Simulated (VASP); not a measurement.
# CdS (Hawleyite) (F-43m) in VASP: notebook, part 2 of 2

VASP 6.6.1.

### Step 5. Single point, HSE06

Input file POSCAR:

```
CdS
1.0
    0.0000000000      2.9165000000      2.9165000000
    2.9165000000      0.0000000000      2.9165000000
    2.9165000000      2.9165000000      0.0000000000
Cd S
1 1
Direct
    0.0000000000      0.0000000000      0.0000000000
    0.7500000000      0.7500000000      0.7500000000
```

Input file INCAR.step1:

```
PREC = Accurate ; ENCUT = 520
EDIFF = 1E-5 ; ISMEAR = 0
SIGMA = 0.01 ; LREAL = F
LASPH = T ; NELM = 100
ALGO = Normal ; ISIF = 2
LWAVE = T ; LCHARG = F
NBANDS = 17 ; NKRED = 1
GGA = PE
```

Input file INCAR.step2:

```
PREC = Accurate ; ENCUT = 520
EDIFF = 1E-6 ; ISMEAR = 0
SIGMA = 0.01 ; LREAL = F
LASPH = T ; NELM = 100
ALGO = Normal ; ISIF = 2
LWAVE = F ; LCHARG = F
GGA = PE ; LHFCALC = T
HFSCREEN = 0.2 ; PRECFOCK = Fast
NBANDS = 17 ; NKRED = 1
ISTART = 1
```

Input file KPOINTS:

```
Automatic mesh
0
Gamma
  6 6 6
```

Potentials or basis: VASP PAW PBE potentials, release 64 (Cd, S).

Run with:

```console
cat potpaw_PBE.64/Cd/POTCAR potpaw_PBE.64/S/POTCAR > POTCAR
cp INCAR.step1 INCAR
mpirun -np 1 vasp_std > vasp.out
cp INCAR.step2 INCAR
mpirun -np 1 vasp_std > vasp.out
```

OUTCAR:

```text
PREC = Accurate
   ENCUT = 520
   EDIFF = 1E-6
   ISMEAR = 0
   LREAL = F
   LASPH = T
   NELM = 100
   ISIF = 2
   GGA = PE
   LHFCALC = T
   HFSCREEN = 0.2
   PRECFOCK = Fast
   NKRED = 1
   ISTART = 1

 Found     16 irreducible k-points:

 Following reciprocal coordinates:
            Coordinates               Weight
  0.000000  0.000000  0.000000      1.000000
  0.166667  0.000000  0.000000      8.000000
  0.333333  0.000000  0.000000      8.000000
  0.500000  0.000000  0.000000      4.000000
  0.166667  0.166667  0.000000      6.000000
  0.333333  0.166667  0.000000     24.000000
   k-points           NKPTS =     16   k-points in BZ     NKDIM =    216   number of bands    NBANDS=     17
   number of dos      NEDOS =    301   number of ions     NIONS =      2
   total plane-waves  NPLWV =  32768
   dimension x,y,z NGX =    32 NGY =   32 NGZ =   32
   dimension x,y,z NGXF=    64 NGYF=   64 NGZF=   64
   ions per type =               1   1
   NGX,Y,Z   is equivalent  to a cutoff of  12.90, 12.90, 12.90 a.u.
   NGXF,Y,Z  is equivalent  to a cutoff of  25.80, 25.80, 25.80 a.u.
 SYSTEM =  unknown system
   PREC   = accura    normal or accurate (medium, high low for compatibility)
   ISTART =      1    job   : 0-new  1-cont  2-samecut
   ICHARG =      0    charge: 1-file 2-atom 10-const
   ISPIN  =      1    spin polarized calculation?
   LNONCOLLINEAR =      F non collinear calculations
   LSORBIT =      F    spin-orbit coupling
   LASPH  =      T    aspherical Exc in radial PAW
   ENCUT  =  520.0 eV  38.22 Ry    6.18 a.u.   7.67  7.67  7.67*2*pi/ulx,y,z
   NELM   =    100;   NELMIN=  2; NELMDL=  0     # of ELM steps
   EDIFF  = 0.1E-05   stopping-criterion for ELM
   LREAL  =      F    real-space projection
   EDIFFG = 0.1E-04   stopping-criterion for IOM
   NSW    =      0    number of steps for IOM
   IBRION =     -1    ionic relax: 0-MD 1-quasi-New 2-CG
   NFREE  =      0    steps in history (QN), initial steepest desc. (CG)
   ISIF   =      2    stress and relaxation
   ISYM   =      3    0-nonsym 1-usesym 2-fastsym
   POTIM  = 0.5000    time-step for ionic-motion
   TEBEG  =    0.0;   TEEND  =   0.0 temperature during run
[... 18 lines left out ...]
   ENCUT4O =  -1.0   cutoff for four orbital integrals eV
   NKREDX  =     1    reduce k-point grid by
   NKREDY  =     1    reduce k-point grid by
   NKREDZ  =     1    reduce k-point grid by
   AEXX    =    0.2500 exact exchange contribution
   HFSCREEN=    0.2000 screening length (either q_TF or 0.3 A-1)
   HFSCREENC=   0.2000 screening length for correlation (either q_TF or 0.3 A-1)
   ENCUTFOCK=  -1.0 apply spherical cutoff to Coloumb kernel
   IVDW    =     0    specifies the selected vdW correction
   LEPSILON=     F    determine dielectric tensor
   LRPA    =     F    only Hartree local field effects (RPA)
 non-spin polarized calculation
 Gauss-broadening in eV      SIGMA  =   0.01
  energy-cutoff  :      520.00
  volume of cell :       49.62
 maximum number of plane-waves:      1363
 NGX is ok and might be reduce to    32
  NGX = 18; NGY = 18; NGZ = 18

 number of electron      18.0000004 magnetization

 Free energy of the ion-electron system (eV)
  ---------------------------------------------------
  ext. energy  EPLUGINS =         0.00000000
  ---------------------------------------------------
  free energy    TOTEN  =        -7.63114972 eV

  energy without entropy =       -7.63114972  energy(sigma->0) =       -7.63114972

 E-fermi :   0.7510     XC(G=0):  -7.5798

 val. band max:        0.6530281856   @ k =   0.0000   0.0000   0.0000
 cond. band min:       2.8405098967   @ k =   0.0000   0.0000   0.0000
 fundamental gap:      2.1874817111
 Fermi energy:         0.7509586931

 k-point     1 :       0.0000    0.0000    0.0000
  band No.  band energies     occupation
      1     -12.9147      2.00000
      2      -8.2038      2.00000
      3      -8.2038      2.00000
      4      -8.2038      2.00000
      5      -7.7193      2.00000
      6      -7.7193      2.00000
[... 97 lines left out ...]
      4      -7.8684      2.00000
      5      -7.6803      2.00000
      6      -7.6799      2.00000
[... 9 lines left out ...]
     16      14.9172      0.00000
     17      17.7002      0.00000

 [... further k-points ...]

------------------------ aborting loop because EDIFF is reached ----------------------------------------

  FORCE on cell =-STRESS in cart. coord.  units (eV):
  Direction    XX          YY          ZZ          XY          YZ          ZX
  --------------------------------------------------------------------------------------
  -------------------------------------------------------------------------------------
  Total        0.6229111      0.6229111      0.6229111      0.0000000     -0.0000000      0.0000000
  in kB       20.1150304     20.1150304     20.1150304      0.0000000     -0.0000000      0.0000000
  external PRESSURE =      20.1150304 kB  Pullay stress =       0.0000000 kB

 VOLUME and BASIS-vectors are now :
 -----------------------------------------------------------------------------
  energy-cutoff  :      520.00
  volume of cell :       49.62
      direct lattice vectors                 reciprocal lattice vectors
     0.000000000  2.916500000  2.916500000    -0.171438368  0.171438368  0.171438368
     2.916500000  0.000000000  2.916500000     0.171438368 -0.171438368  0.171438368
     2.916500000  2.916500000  0.000000000     0.171438368  0.171438368 -0.171438368

 POSITION                                       TOTAL-FORCE (eV/Angst)
 -----------------------------------------------------------------------------------
      0.00000      0.00000      0.00000        -0.000000     -0.000000     -0.000000
      4.37475      4.37475      4.37475         0.000000      0.000000      0.000000
 -----------------------------------------------------------------------------------
    total drift:                               -0.000067     -0.000061     -0.000046

  FREE ENERGIE OF THE ION-ELECTRON SYSTEM (eV)
  ---------------------------------------------------
  free  energy   TOTEN  =        -7.6311497212 eV

  energy  without entropy=       -7.6311497212  energy(sigma->0) =       -7.63114972
```

OSZICAR.step1:

```text
N       E                     dE             d eps       ncg     rms          rms(c)
DAV:   1     0.104520641778E+03    0.10452E+03   -0.90696E+03   568   0.965E+02
DAV:   2    -0.235426209421E+01   -0.10687E+03   -0.99777E+02   639   0.239E+02
DAV:   3    -0.663736957713E+01   -0.42831E+01   -0.42666E+01   670   0.489E+01
DAV:   4    -0.666422118012E+01   -0.26852E-01   -0.26844E-01   698   0.386E+00
DAV:   5    -0.666453981831E+01   -0.31864E-03   -0.31863E-03   656   0.400E-01    0.812E+00
DAV:   6    -0.613807726378E+01    0.52646E+00   -0.76168E-01   788   0.109E+01    0.653E+00
DAV:   7    -0.611857470220E+01    0.19503E-01   -0.19704E-01   631   0.288E+00    0.315E+00
DAV:   8    -0.611891783504E+01   -0.34313E-03   -0.17646E-02   585   0.160E+00    0.320E-01
DAV:   9    -0.611886994531E+01    0.47890E-04   -0.19986E-03   623   0.642E-01    0.590E-02
DAV:  10    -0.611898159708E+01   -0.11165E-03   -0.23436E-04   620   0.158E-01    0.654E-02
DAV:  11    -0.611906509379E+01   -0.83497E-04   -0.14415E-04   595   0.845E-02    0.290E-02
DAV:  12    -0.611905873941E+01    0.63544E-05   -0.18971E-05   530   0.545E-02
   1 F= -.61190587E+01 E0= -.61190587E+01  d E =-.472308E-23
```

Run time: 13 min. Hardware: 1 thread of Intel Xeon Platinum 8488C (Sapphire Rapids), shared host; peak memory 0.3 GiB.

The run converged, but some of its settings lie outside the range that counts as converged, so its numbers aren't taken as properties of the crystal.

What came out:

| Item | Value |
| --- | --- |
| Free energy | -7.6311 eV |
| Pressure | 2.0 GPa |
| Band gap on the k mesh | 2.19 eV, direct |

Caveat: the PAW data sets were made with another functional, which shifts forces and pressure a little.

### Step 6. Single point, PBE (grid = ENCUT=400 dk=1.6 cell=3x3x2 ISMEAR=0 SIGMA=0.05 LREAL=Auto EDIFF=1e-06)

Input file INCAR:

```
SYSTEM = CdS
PREC = Accurate
ENCUT = 400
EDIFF = 1E-6
ISMEAR = 0
SIGMA = 0.05
LREAL = Auto
LASPH = .True.
NELM = 120
ALGO = Fast
ISIF = 2
LWAVE = .False.
LCHARG = .False.
GGA = PE
NBANDS = 174
```

Input file KPOINTS:

```
Automatic mesh
0
Gamma
  1 1 1
  0 0 0
```

Input file POSCAR:

```
CdS
1.0
    0.0000000000      8.7495000000      8.7495000000
    8.7495000000      0.0000000000      8.7495000000
    5.8330000000      5.8330000000      0.0000000000
Cd S
18 18
Direct
    0.0000000000      0.0000000000      0.0000000000
    0.0000000000      0.0000000000      0.5000000000
    0.0000000000      0.3333333333      0.0000000000
    0.0000000000      0.3333333333      0.5000000000
    0.0000000000      0.6666666667      0.0000000000
    0.0000000000      0.6666666667      0.5000000000
    0.3333333333      0.0000000000      0.0000000000
    0.3333333333      0.0000000000      0.5000000000
    0.3333333333      0.3333333333      0.0000000000
    0.3333333333      0.3333333333      0.5000000000
    0.3333333333      0.6666666667      0.0000000000
    0.3333333333      0.6666666667      0.5000000000
    0.6666666667      0.0000000000      0.0000000000
    0.6666666667      0.0000000000      0.5000000000
    0.6666666667      0.3333333333      0.0000000000
    0.6666666667      0.3333333333      0.5000000000
    0.6666666667      0.6666666667      0.0000000000
    0.6666666667      0.6666666667      0.5000000000
    0.2500000000      0.2500000000      0.3750000000
    0.2500000000      0.2500000000      0.8750000000
    0.2500000000      0.5833333333      0.3750000000
    0.2500000000      0.5833333333      0.8750000000
    0.2500000000      0.9166666667      0.3750000000
    0.2500000000      0.9166666667      0.8750000000
    0.5833333333      0.2500000000      0.3750000000
    0.5833333333      0.2500000000      0.8750000000
    0.5833333333      0.5833333333      0.3750000000
    0.5833333333      0.5833333333      0.8750000000
    0.5833333333      0.9166666667      0.3750000000
    0.5833333333      0.9166666667      0.8750000000
    0.9166666667      0.2500000000      0.3750000000
    0.9166666667      0.2500000000      0.8750000000
    0.9166666667      0.5833333333      0.3750000000
    0.9166666667      0.5833333333      0.8750000000
    0.9166666667      0.9166666667      0.3750000000
    0.9166666667      0.9166666667      0.8750000000
```

Potentials or basis: VASP PAW PBE potentials, release 64 (Cd, S).

Run with:

```console
cat potpaw_PBE.64/Cd/POTCAR potpaw_PBE.64/S/POTCAR > POTCAR
mpirun -np 1 vasp_std > vasp.out
```

OUTCAR:

```text
SYSTEM = CdS
   PREC = Accurate
   ENCUT = 400
   EDIFF = 1E-6
   ISMEAR = 0
   LREAL = Auto
   LASPH = .True.
   NELM = 120
   ISIF = 2
   GGA = PE

 Found      1 irreducible k-points:

 Following reciprocal coordinates:
            Coordinates               Weight
  0.000000  0.000000  0.000000      1.000000
   k-points           NKPTS =      1   k-points in BZ     NKDIM =      1   number of bands    NBANDS=    174
   number of dos      NEDOS =    301   number of ions     NIONS =     36
   total plane-waves  NPLWV = 381024
   dimension x,y,z NGX =    84 NGY =   84 NGZ =   54
   dimension x,y,z NGXF=   168 NGYF=  168 NGZF=  108
   ions per type =              18  18
   NGX,Y,Z   is equivalent  to a cutoff of  11.29, 11.29, 10.88 a.u.
   NGXF,Y,Z  is equivalent  to a cutoff of  22.57, 22.57, 21.77 a.u.
 SYSTEM =  CdS
   PREC   = accura    normal or accurate (medium, high low for compatibility)
   ISTART =      0    job   : 0-new  1-cont  2-samecut
   ICHARG =      2    charge: 1-file 2-atom 10-const
   ISPIN  =      1    spin polarized calculation?
   LNONCOLLINEAR =      F non collinear calculations
   LSORBIT =      F    spin-orbit coupling
   LASPH  =      T    aspherical Exc in radial PAW
   ENCUT  =  400.0 eV  29.40 Ry    5.42 a.u.  20.18 20.18 13.45*2*pi/ulx,y,z
   NELM   =    120;   NELMIN=  2; NELMDL= -5     # of ELM steps
   EDIFF  = 0.1E-05   stopping-criterion for ELM
   LREAL  =      T    real-space projection
   EDIFFG = 0.1E-04   stopping-criterion for IOM
   NSW    =      0    number of steps for IOM
[... 5 lines left out ...]
   TEBEG  =    0.0;   TEEND  =   0.0 temperature during run
   PSTRESS=    0.0 pullay stress
   NELECT =     324.0000    total number of electrons
   NUPDOWN=      -1.0000    fix difference up-down
   EMIN   =  10.00;   EMAX   =-10.00  energy-range for DOS
   EFERMI =   0.00;   METHOD = LEGACY
   ISMEAR =     0;   SIGMA  =   0.05  broadening in eV -4-tet -1-fermi 0-gaus
   EFERMI_NEDOS =   21; number of points for ismear=-14 and -15
   IALGO  =     68    algorithm
   IMIX   =      4    mixing-type and parameters
     AMIX     =   0.40;   BMIX     =  1.00
     AMIX_MAG =   1.60;   BMIX_MAG =  1.00
  volume/ion in A,a.u.               =      24.81       167.41
  Fermi-wavevector in a.u.,A,eV,Ry     =   1.167599  2.206442 18.548649  1.363287
  Thomas-Fermi vector in A             =   2.304097
   LORBIT       =      0    0 simple, 1 ext, 2 COOP (PROOUT), +10 PAW based schemes
   GGA     = PE    functional components
   LHFCALC =     F    Hartree Fock is set to
   AEXX    =    0.0000 exact exchange contribution
   IVDW    =     0    specifies the selected vdW correction
   LEPSILON=     F    determine dielectric tensor
   LRPA    =     F    only Hartree local field effects (RPA)
 non-spin polarized calculation
 RMM-DIIS sequential band-by-band and
 Gauss-broadening in eV      SIGMA  =   0.05
  energy-cutoff  :      400.00
  volume of cell :      893.08
 maximum number of plane-waves:     16183
 NGX is ok and might be reduce to    84
   NGX = 41   NGY = 41   NGZ = 27

 number of electron     323.9999967 magnetization

 Free energy of the ion-electron system (eV)
  ---------------------------------------------------
  ext. energy  EPLUGINS =         0.00000000
  ---------------------------------------------------
  free energy    TOTEN  =      -105.63193181 eV

  energy without entropy =     -105.63193181  energy(sigma->0) =     -105.63193181

 E-fermi :   1.6905     XC(G=0):  -9.1114

 val. band max:        1.4222514767   @ k =   0.0000   0.0000   0.0000
 cond. band min:       2.5119320017   @ k =   0.0000   0.0000   0.0000
 fundamental gap:      1.0896805250
 Fermi energy:         1.6905118296

 k-point     1 :       0.0000    0.0000    0.0000
  band No.  band energies     occupation
      1     -10.9456      2.00000
      2     -10.6233      2.00000
      3     -10.6233      2.00000
      4     -10.6233      2.00000
      5     -10.6233      2.00000
      6     -10.5206      2.00000
[... 166 lines left out ...]
    173       5.4150      0.00000
    174       5.4317      0.00000

------------------------ aborting loop because EDIFF is reached ----------------------------------------

  FORCE on cell =-STRESS in cart. coord.  units (eV):
  Direction    XX          YY          ZZ          XY          YZ          ZX
  --------------------------------------------------------------------------------------
  -------------------------------------------------------------------------------------
  Total       22.5584388     22.5584388     16.0114554      6.4336473      1.0910690      1.0910694
  in kB       40.4698112     40.4698112     28.7245312     11.5419554      1.9573765      1.9573772
  external PRESSURE =      36.5547179 kB  Pullay stress =       0.0000000 kB

 VOLUME and BASIS-vectors are now :
 -----------------------------------------------------------------------------
  energy-cutoff  :      400.00
  volume of cell :      893.08
      direct lattice vectors                 reciprocal lattice vectors
     0.000000000  8.749500000  8.749500000    -0.057146123  0.057146123  0.057146123
     8.749500000  0.000000000  8.749500000     0.057146123 -0.057146123  0.057146123
     5.833000000  5.833000000  0.000000000     0.085719184  0.085719184 -0.085719184

 POSITION                                       TOTAL-FORCE (eV/Angst)
 -----------------------------------------------------------------------------------
      0.00000      0.00000      0.00000         0.041320      0.041320      0.152906
      2.91650      2.91650      0.00000         0.041320      0.041320      0.152906
      2.91650      0.00000      2.91650         0.041320      0.041320      0.152906
      5.83300      2.91650      2.91650         0.041320      0.041320      0.152906
      5.83300      0.00000      5.83300         0.041320      0.041320      0.152906
      8.74950      2.91650      5.83300         0.041320      0.041320      0.152906
[... 28 lines left out ...]
     10.20775     10.20775     16.04075        -0.041320     -0.041320     -0.152906
     13.12425     13.12425     16.04075        -0.041320     -0.041320     -0.152906
 -----------------------------------------------------------------------------------
    total drift:                               -0.005728     -0.005728     -0.001658

  FREE ENERGIE OF THE ION-ELECTRON SYSTEM (eV)
  ---------------------------------------------------
  free  energy   TOTEN  =      -105.6319318145 eV

  energy  without entropy=     -105.6319318145  energy(sigma->0) =     -105.63193181
```

Run time: 4.9 min. Hardware: 1 thread of Intel Xeon Platinum 8375C at 2.90GHz (Ice Lake), shared host; peak memory 0.78 GiB.

The run converged, but some of its settings lie outside the range that counts as converged, so its numbers aren't taken as properties of the crystal.

Results:

```
Free energy            : -105.6319 eV
Pressure               : 3.7 GPa
Band gap on the k mesh : 1.09 eV
```

Caveat: the k mesh is coarse (spacing up to 0.93 Å⁻¹), so the values aren't converged; the result breaks the symmetry of the cell; an odd mesh through Γ misses points on the zone boundary, where band edges often lie; the real-space grid breaks the cell's symmetry a little.

### Step 7. For comparison

An earlier run on the cell as given: functional PBE; potentials or basis VASP PAW PBE potentials, release 64 (Cd, S); cutoff 520 eV; k mesh 8 × 8 × 8; occupations fermi-dirac, width 0.05 eV; no spin polarisation.

* Pressure: 3.2 GPa
* Band gap on the k mesh: 1.15 eV, direct
